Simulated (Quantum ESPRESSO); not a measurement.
# Rh under changes of volume

One of the cells (13.671 Å³/atom); the others are scaled copies at fixed shape and fractional positions:

```
Rh
1.0
     0.00000    1.89785    1.89785
     1.89785    0.00000    1.89785
     1.89785    1.89785    0.00000
Rh
1
Direct
  0.00000 0.00000 0.00000
```

- Program: Quantum ESPRESSO 7.5
- Functional: PBE
- Dispersion: D3(BJ)
- Potentials or basis: PseudoDojo 0.4.1 SR PBE standard
- Cutoff: 1197 eV
- Density cutoff: 4789 eV
- k mesh: 12 × 12 × 12
- Occupations: fermi-dirac, width 0.05 eV
- Spin: no spin polarisation

```tsv
volume (Å³/atom)	energy over the lowest point (meV/atom)	pressure (GPa)
12.851	?	?
13.125	26.89	14.6
13.398	7.92	7.7
13.671	0.00	1.6
13.945	1.93	-3.8
14.218	12.51	-8.6
14.492	30.78	-12.8
```

Q: What does the run at 12.851 Å³/atom give?

A: Energy over the lowest point 58.39 meV/atom; pressure 22.4 GPa.

Worked out: A Birch-Murnaghan fit of order 3 (a polynomial in V^(-2/3)) to the other rows has its minimum at 13.75 Å³/atom with B0 = V·E''(V) = 279 GPa and B' = 5.3. It gives 58.58 meV/atom at 12.851 Å³/atom, against the run's 58.39, and -dE/dV = 22.5 GPa, against 22.4.

Energies are extrapolated to zero smearing.

Caveats: pairwise dispersion overbinds metals, which lowers pressure and volume.
